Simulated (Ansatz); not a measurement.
**interstitial N in SiO2: two geometries relaxed**

Aim: relax the geometries before and after the hop to the nearest equivalent void, and see whether they are two minima and how far apart in energy. The host cell (P6_222) has 36 atoms; the extra atom is the last.

The COD cell was measured well above room temperature, so it is larger than a cold one.

All numbers below are computed with Ansatz 0.2.0 (DFT PBE+D3(BJ), plane waves, PAW, scalar-relativistic, collinear spin).

**1. The structure to begin with**

The cell holds 37 atoms (NO24Si12): a = 7.399 Å, b = 7.399 Å, c = 9.995 Å, α = 70.26°, β = 70.26°, γ = 71.60°.

Its coordinates follow in the input file.

**2. Relaxing end A**

input.yaml

```yaml
crystal:
  lattice:
    - [-2.49885, 4.328135, 5.4564]
    - [4.9977, 0.0, 5.4564]
    - [4.9977, 8.65627, 0.0]
  atoms:
    - { symbol: Si, position: [0.75, 0.25, 0.125] }
    - { symbol: Si, position: [0.1666667, 0.1666667, 0.1666667] }
    - { symbol: Si, position: [0.5833333, 0.0833333, 0.9583333] }
    - { symbol: O, position: [0.9793583, 0.1873083, 0.1142958] }
    - { symbol: O, position: [0.353975, 0.146025, 0.0309625] }
    - { symbol: O, position: [0.1246167, 0.7087167, 0.0416667] }
    - { symbol: O, position: [0.1873083, 0.9793583, 0.3023708] }
    - { symbol: O, position: [0.146025, 0.353975, 0.2190375] }
    - { symbol: O, position: [0.7087167, 0.1246167, 0.0416667] }
    - { symbol: Si, position: [0.75, 0.25, 0.625] }
    - { symbol: Si, position: [0.1666667, 0.1666667, 0.6666667] }
    - { symbol: Si, position: [0.5833333, 0.0833333, 0.4583333] }
    - { symbol: O, position: [0.9793583, 0.1873083, 0.6142958] }
    - { symbol: O, position: [0.353975, 0.146025, 0.5309625] }
    - { symbol: O, position: [0.1246167, 0.7087167, 0.5416667] }
    - { symbol: O, position: [0.1873083, 0.9793583, 0.8023708] }
    - { symbol: O, position: [0.146025, 0.353975, 0.7190375] }
    - { symbol: O, position: [0.7087167, 0.1246167, 0.5416667] }
    - { symbol: Si, position: [0.25, 0.75, 0.375] }
    - { symbol: Si, position: [0.6666667, 0.6666667, 0.4166667] }
    - { symbol: Si, position: [0.0833333, 0.5833333, 0.2083333] }
    - { symbol: O, position: [0.4793583, 0.6873083, 0.3642958] }
    - { symbol: O, position: [0.853975, 0.646025, 0.2809625] }
    - { symbol: O, position: [0.6246167, 0.2087167, 0.2916667] }
    - { symbol: O, position: [0.6873083, 0.4793583, 0.5523708] }
    - { symbol: O, position: [0.646025, 0.853975, 0.4690375] }
    - { symbol: O, position: [0.2087167, 0.6246167, 0.2916667] }
    - { symbol: Si, position: [0.25, 0.75, 0.875] }
    - { symbol: Si, position: [0.6666667, 0.6666667, 0.9166667] }
    - { symbol: Si, position: [0.0833333, 0.5833333, 0.7083333] }
    - { symbol: O, position: [0.4793583, 0.6873083, 0.8642958] }
    - { symbol: O, position: [0.853975, 0.646025, 0.7809625] }
    - { symbol: O, position: [0.6246167, 0.2087167, 0.7916667] }
    - { symbol: O, position: [0.6873083, 0.4793583, 0.0523708] }
    - { symbol: O, position: [0.646025, 0.853975, 0.9690375] }
    - { symbol: O, position: [0.2087167, 0.6246167, 0.7916667] }
    - { symbol: "N", position: [0.3934687, 0.7226664, 0.5817338], spin: 1.0 }
magnetization:
  spin_polarized: true
basis:
  ecutwfc: 420.0
kpoints:
  mp_grid: { grid: [2, 2, 2] }
hamiltonian:
  xc: pbe
  dispersion: d3bj
  pseudopotentials: { kind: paw, azcp: { folder: soft_1 } }
scf:
  occupations: { method: gaussian, width: 0.02 }
  lower_state_search: "off"
relax:
  f_tol: 0.03
  max_steps: 60
  adjacent_minimum: "off"
```

The run is started by

```
$ ansatz run input.yaml --threads 4 --pin off --max-ram 10240MiB --backend cpu --events-out ev --progress --plain --runs-dir out
```

What it wrote (excerpt; [...] marks lines left out):

```text
Warning: RAYON_NUM_THREADS=4 ignored (pool sized by the plan → 4); use --threads N
[...]
Pseudopotentials: kind: paw
Pseudopotential: Si, paw, valence charge 4, recommended cutoff 420 eV (normal), <dir>
Pseudopotential: O, paw, valence charge 6, recommended cutoff 420 eV (normal), <dir>
Pseudopotential: N, paw, valence charge 5, recommended cutoff 420 eV (normal), <dir>
Functional definition: PBE
[...]
Crystal: 37 atoms, lattice volume = 472.103 Å³
Basis set: ecut = 420 eV, 9265 PW (Γ), exchange–correlation on 100×100×144 points (8 copies of the dense FFT grid, shifted against one another)
Bands: 136, of which v1, the nominal top of the filled ones, is band 99 counted from 1 (98 counted from 0)
Symmetry: 1 space group operations
Space group: P1 (ITA 1), of the structure as read, at distance tolerance 7.8e-5 Å
Magnetic group: BNS 1.1 (UNI 1), of the structure as read, at distance tolerance 7.8e-5 Å
k-points: 8
[...]
Starting moments: Σ|m| = 1 μB on 1 of 37 sites
[...]
SCF iter   1: F=—  HF=-21690.729709 eV  |F-HF|=—  |Δ(HF+E_count)|=         —  Δρ=7.38e-2 (↑7.38e-2 ↓6.92e-2)  dr2=7.82e1  dr2_m=1.81e0  M=3.000 μB ∫|m|=3.003 μB  β_m=1.00  ethr=3.10e-3  ⟨swp⟩=6.0  Hψ=9730  notcnv=0  defer=207
[...]
spin=Collinear: Resta preconditioning applied to the charge; magnetization (m = ρ↑ − ρ↓) channel mixes plain (no charge-response kernel on spin).
[...]
spin-set hold released at iteration 8 (site moments contracting): the magnetisation degrees of freedom join the quasi-Newton model from the next iteration; the mixer history was flushed
[...]
relax step   1: F+E_penalty+E_count = -21669.03646107 eV  Δ(F+E_penalty+E_count) = +0.000e0 eV  max|allowed force component| = 2.180e0 eV/Å  Δτ_max = 0.0000 Å  (11 SCF iters, dr2 threshold 2.25e-5 eV, accepted)
[...]
relax step   6: F+E_penalty+E_count = -21671.13504222 eV  Δ(F+E_penalty+E_count) = -1.799e-1 eV  max|allowed force component| = 1.939e-1 eV/Å  Δτ_max = 0.2000 Å  (7 SCF iters, dr2 threshold 9.36e-6 eV, accepted)
[...]
relax step   7: F+E_penalty+E_count = -21671.30784411 eV  Δ(F+E_penalty+E_count) = -1.728e-1 eV  max|allowed force component| = 1.242e-1 eV/Å  Δτ_max = 0.2000 Å  (7 SCF iters, dr2 threshold 2.00e-5 eV, accepted)
[...]
spin=Collinear: Resta preconditioning applied to the charge; magnetization (m = ρ↑ − ρ↓) channel mixes plain (no charge-response kernel on spin).
```

**3. More of the same log: end point A relaxed**

The log, continued (excerpt; [...] marks lines left out):

```text
relax step   8: F+E_penalty+E_count = -21671.39383700 eV  Δ(F+E_penalty+E_count) = -8.599e-2 eV  max|allowed force component| = 1.032e-1 eV/Å  Δτ_max = 0.2000 Å  (7 SCF iters, dr2 threshold 6.33e-6 eV, accepted)
[...]
relax step  10: F+E_penalty+E_count = -21671.45172290 eV  Δ(F+E_penalty+E_count) = -4.068e-2 eV  max|allowed force component| = 1.458e-1 eV/Å  Δτ_max = 0.2000 Å  (7 SCF iters, dr2 threshold 1.99e-5 eV, accepted)
[...]
relax step  12: F+E_penalty+E_count = -21671.56600326 eV  Δ(F+E_penalty+E_count) = -1.038e-1 eV  max|allowed force component| = 1.433e-1 eV/Å  Δτ_max = 0.2000 Å  (6 SCF iters, dr2 threshold 6.26e-5 eV, accepted)
[...]
relax step  14: F+E_penalty+E_count = -21671.71208794 eV  Δ(F+E_penalty+E_count) = -8.687e-2 eV  max|allowed force component| = 1.075e-1 eV/Å  Δτ_max = 0.2000 Å  (7 SCF iters, dr2 threshold 1.95e-5 eV, accepted)
[...]
    - { symbol: O, position: [0.16590429291048153, 0.6082689335670652, 0.3315823682643616] }
    - { symbol: Si, position: [0.21997721581006113, 0.7721848756318532, 0.8868068007815385] }
    - { symbol: Si, position: [0.6601795257045155, 0.6615825568262232, 0.9114872658357628] }
    - { symbol: Si, position: [0.07670579650083997, 0.5797412932429975, 0.7165403279909686] }
    - { symbol: O, position: [0.4570188284512514, 0.726208064042532, 0.8627699179262376] }
    - { symbol: O, position: [0.8404248519073962, 0.5914286069975594, 0.7782645507833913] }
    - { symbol: O, position: [0.6607441036329145, 0.22357965593689638, 0.8018294855377393] }
    - { symbol: O, position: [0.6401552033574662, 0.4816906171792719, 0.05921830138275419] }
    - { symbol: O, position: [0.6992332096051227, 0.8441368000110213, 0.9454405443634624] }
    - { symbol: O, position: [0.1477093050593375, 0.6184323981732764, 0.8409487318969148] }
    - { symbol: N, position: [0.41744811081166483, 0.7350377702112607, 0.6290435134352144] }
```

It took 4.1 min on 4 threads of Arm Neoverse V2, shared host; peak memory 1.9 GiB.

Relaxation path:

| step | energy from step 1 (eV/cell) | largest force component (eV/Å) |
| --- | --- | --- |
| 1 | 0.0000 | 2.1803 |
| 2 | -0.6436 | 1.6192 |
| 3 | -1.3048 | 0.9474 |
| 4 | -1.7140 | 0.3449 |
| 5 | -1.9187 | 0.2657 |
| 6 | -2.0986 | 0.1939 |
| 7 | -2.2714 | 0.1242 |
| 8 | -2.3574 | 0.1032 |
| 9 | -2.3746 | 0.1697 |
| 10 | -2.4153 | 0.1458 |
| 11 | -2.4257 | 0.2913 |
| 12 | -2.5295 | 0.1433 |
| 13 | -2.5888 | 0.2843 |
| 14 | -2.6756 | 0.1075 |
| 15 | -2.7007 | 0.0505 |
| 16 | -2.7032 | 0.0301 |
| 17 | -2.7040 | 0.0050 |

Step 1 is the start.

The atom that moved most is N37, by 0.60 Å.

**4. Relaxing end B**

The second end starts from a geometry with the move made by hand.

input.yaml

```yaml
crystal:
  lattice:
    - [-2.49885, 4.328135, 5.4564]
    - [4.9977, 0.0, 5.4564]
    - [4.9977, 8.65627, 0.0]
  atoms:
    - { symbol: Si, position: [0.75000001, 0.24999999, 0.12500001] }
    - { symbol: Si, position: [0.16666667, 0.16666666, 0.16666667] }
    - { symbol: Si, position: [0.58333336, 0.08333331, 0.95833337] }
    - { symbol: O, position: [0.97935834, 0.18730832, 0.11429585] }
    - { symbol: O, position: [0.353975, 0.146025, 0.03096251] }
    - { symbol: O, position: [0.12461667, 0.70871666, 0.04166667] }
    - { symbol: O, position: [0.18730834, 0.97935833, 0.30237084] }
    - { symbol: O, position: [0.14602501, 0.35397499, 0.21903751] }
    - { symbol: O, position: [0.70871667, 0.12461666, 0.04166668] }
    - { symbol: Si, position: [0.75000002, 0.24999998, 0.62500003] }
    - { symbol: Si, position: [0.16666668, 0.16666665, 0.66666669] }
    - { symbol: Si, position: [0.58333335, 0.08333332, 0.45833335] }
    - { symbol: O, position: [0.97935835, 0.18730831, 0.61429586] }
    - { symbol: O, position: [0.35397501, 0.14602499, 0.53096252] }
    - { symbol: O, position: [0.12461668, 0.70871666, 0.54166668] }
    - { symbol: O, position: [0.18730835, 0.97935832, 0.80237086] }
    - { symbol: O, position: [0.14602501, 0.35397499, 0.71903752] }
    - { symbol: O, position: [0.70871668, 0.12461665, 0.54166669] }
    - { symbol: Si, position: [0.25000001, 0.74999999, 0.37500001] }
    - { symbol: Si, position: [0.66666668, 0.66666665, 0.41666669] }
    - { symbol: Si, position: [0.08333334, 0.58333333, 0.20833334] }
    - { symbol: O, position: [0.47935834, 0.68730832, 0.36429585] }
    - { symbol: O, position: [0.85397501, 0.64602499, 0.28096252] }
    - { symbol: O, position: [0.62461668, 0.20871666, 0.29166668] }
    - { symbol: O, position: [0.68730835, 0.47935832, 0.55237086] }
    - { symbol: O, position: [0.64602501, 0.85397499, 0.46903752] }
    - { symbol: O, position: [0.20871667, 0.62461666, 0.29166668] }
    - { symbol: Si, position: [0.25000002, 0.74999998, 0.87500003] }
    - { symbol: Si, position: [0.66666669, 0.66666664, 0.9166667] }
    - { symbol: Si, position: [0.08333335, 0.58333332, 0.70833335] }
    - { symbol: O, position: [0.47935835, 0.68730831, 0.86429586] }
    - { symbol: O, position: [0.85397502, 0.64602498, 0.78096253] }
    - { symbol: O, position: [0.62461669, 0.20871665, 0.7916667] }
    - { symbol: O, position: [0.68730834, 0.47935833, 0.05237084] }
    - { symbol: O, position: [0.64602502, 0.85397498, 0.96903754] }
    - { symbol: O, position: [0.20871668, 0.62461665, 0.79166669] }
    - { symbol: "N", position: [0.36546367, 0.83164526, 0.63230359], spin: 1.0 }
magnetization:
  spin_polarized: true
basis:
  ecutwfc: 420.0
kpoints:
  mp_grid: { grid: [2, 2, 2] }
hamiltonian:
  xc: pbe
  dispersion: d3bj
  pseudopotentials: { kind: paw, azcp: { folder: soft_1 } }
scf:
  occupations: { method: gaussian, width: 0.02 }
  lower_state_search: "off"
relax:
  f_tol: 0.03
  max_steps: 60
  adjacent_minimum: "off"
```

The run is started by

```
$ ansatz run input.yaml --threads 4 --pin off --max-ram 10240MiB --backend cpu --events-out ev --progress --plain --runs-dir out
```

What it wrote (excerpt; [...] marks lines left out):

```text
Warning: RAYON_NUM_THREADS=4 ignored (pool sized by the plan → 4); use --threads N
[...]
Pseudopotentials: kind: paw
Pseudopotential: Si, paw, valence charge 4, recommended cutoff 420 eV (normal), <dir>
Pseudopotential: O, paw, valence charge 6, recommended cutoff 420 eV (normal), <dir>
Pseudopotential: N, paw, valence charge 5, recommended cutoff 420 eV (normal), <dir>
Functional definition: PBE
[...]
Crystal: 37 atoms, lattice volume = 472.103 Å³
Basis set: ecut = 420 eV, 9265 PW (Γ), exchange–correlation on 100×100×144 points (8 copies of the dense FFT grid, shifted against one another)
Bands: 136, of which v1, the nominal top of the filled ones, is band 99 counted from 1 (98 counted from 0)
Symmetry: 1 space group operations
Space group: P1 (ITA 1), of the structure as read, at distance tolerance 7.8e-5 Å
Magnetic group: BNS 1.1 (UNI 1), of the structure as read, at distance tolerance 7.8e-5 Å
k-points: 8
[...]
spin=Collinear: Resta preconditioning applied to the charge; magnetization (m = ρ↑ − ρ↓) channel mixes plain (no charge-response kernel on spin).
[...]
spin-set hold released at iteration 8 (site moments contracting): the magnetisation degrees of freedom join the quasi-Newton model from the next iteration; the mixer history was flushed
[...]
relax step   1: F+E_penalty+E_count = -21669.15953613 eV  Δ(F+E_penalty+E_count) = +0.000e0 eV  max|allowed force component| = 2.542e0 eV/Å  Δτ_max = 0.0000 Å  (11 SCF iters, dr2 threshold 2.25e-5 eV, accepted)
[...]
relax step   7: F+E_penalty+E_count = -21671.24759621 eV  Δ(F+E_penalty+E_count) = -1.617e-1 eV  max|allowed force component| = 2.002e-1 eV/Å  Δτ_max = 0.1949 Å  (6 SCF iters, dr2 threshold 1.55e-5 eV, accepted)
[...]
relax step   8: F+E_penalty+E_count = -21671.36978935 eV  Δ(F+E_penalty+E_count) = -1.222e-1 eV  max|allowed force component| = 8.528e-2 eV/Å  Δτ_max = 0.2000 Å  (7 SCF iters, dr2 threshold 2.32e-5 eV, accepted)
[...]
spin=Collinear: Resta preconditioning applied to the charge; magnetization (m = ρ↑ − ρ↓) channel mixes plain (no charge-response kernel on spin).
```

**5. More of the same log: end point B relaxed**

The log, continued (excerpt; [...] marks lines left out):

```text
relax step   9: F+E_penalty+E_count = -21671.41341315 eV  Δ(F+E_penalty+E_count) = -4.362e-2 eV  max|allowed force component| = 8.986e-2 eV/Å  Δτ_max = 0.2000 Å  (8 SCF iters, dr2 threshold 1.32e-6 eV, accepted)
[...]
relax step  11: F+E_penalty+E_count = -21671.46165606 eV  Δ(F+E_penalty+E_count) = -1.938e-3 eV  max|allowed force component| = 1.141e-1 eV/Å  Δτ_max = 0.0503 Å  (6 SCF iters, dr2 threshold 8.19e-6 eV, accepted)
[...]
relax step  13: F+E_penalty+E_count = -21671.57878232 eV  Δ(F+E_penalty+E_count) = -3.954e-2 eV  max|allowed force component| = 3.242e-1 eV/Å  Δτ_max = 0.1957 Å  (6 SCF iters, dr2 threshold 1.88e-5 eV, accepted)
[...]
relax step  15: F+E_penalty+E_count = -21671.73431663 eV  Δ(F+E_penalty+E_count) = -4.253e-2 eV  max|allowed force component| = 4.235e-2 eV/Å  Δτ_max = 0.1305 Å  (7 SCF iters, dr2 threshold 6.72e-6 eV, accepted)
[...]
    - { symbol: O, position: [0.1651226703129352, 0.6113820924139968, 0.33287145685307207] }
    - { symbol: Si, position: [0.21943989616611942, 0.7748631581239436, 0.8880972708926634] }
    - { symbol: Si, position: [0.6596019929990027, 0.6646244108843506, 0.9128631160579758] }
    - { symbol: Si, position: [0.07616507656550797, 0.582302462820708, 0.7179775033817333] }
    - { symbol: O, position: [0.45643102678532277, 0.7290152825967658, 0.8642057023168017] }
    - { symbol: O, position: [0.8398693105586902, 0.5941792496769268, 0.7797777832883672] }
    - { symbol: O, position: [0.6595710930538912, 0.22683996782820193, 0.8032373724165811] }
    - { symbol: O, position: [0.6395265735415235, 0.4848780724050995, 0.06070487896134008] }
    - { symbol: O, position: [0.6986892417721051, 0.8473100839416903, 0.9466172099299694] }
    - { symbol: O, position: [0.14750986101749142, 0.6208204973361571, 0.8422864157463585] }
    - { symbol: N, position: [0.4167981710592157, 0.738440843506468, 0.6302949473632846] }
```

Wall time 4.2 min (4 threads of Arm Neoverse V2, shared host); peak memory 1.9 GiB.

Step by step:

| step | energy from step 1 (eV/cell) | largest force component (eV/Å) |
| --- | --- | --- |
| 1 | 0.0000 | 2.5423 |
| 2 | -0.6003 | 1.6479 |
| 3 | -1.2209 | 0.7500 |
| 4 | -1.5808 | 0.2531 |
| 5 | -1.7458 | 0.2158 |
| 6 | -1.9264 | 0.1640 |
| 7 | -2.0881 | 0.2002 |
| 8 | -2.2103 | 0.0853 |
| 9 | -2.2539 | 0.0899 |
| 10 | -2.3002 | 0.0905 |
| 11 | -2.3021 | 0.1141 |
| 12 | -2.3797 | 0.1371 |
| 13 | -2.4192 | 0.3242 |
| 14 | -2.5323 | 0.1631 |
| 15 | -2.5748 | 0.0423 |
| 16 | -2.5748 | 0.1494 |
| 17 | -2.5808 | 0.0341 |
| 18 | -2.5810 | 0.0077 |

Step 1 is the start.

Largest move: N37, 0.68 Å.

**6. What came out**

| quantity | value |
| --- | --- |
| end A | 16 moves, 2.704 eV lower |
| end B | 17 moves, 2.581 eV lower |
| largest difference between the ends | 0.03 Å |
| end B relative to end A | -0.000 eV |

**Reading.** The two relaxations end at one structure, within 0.03 Å: no second minimum was found from this start, which doesn't rule one out. Equivalent sites exist by translation; this start for end B simply lay in end A's basin.
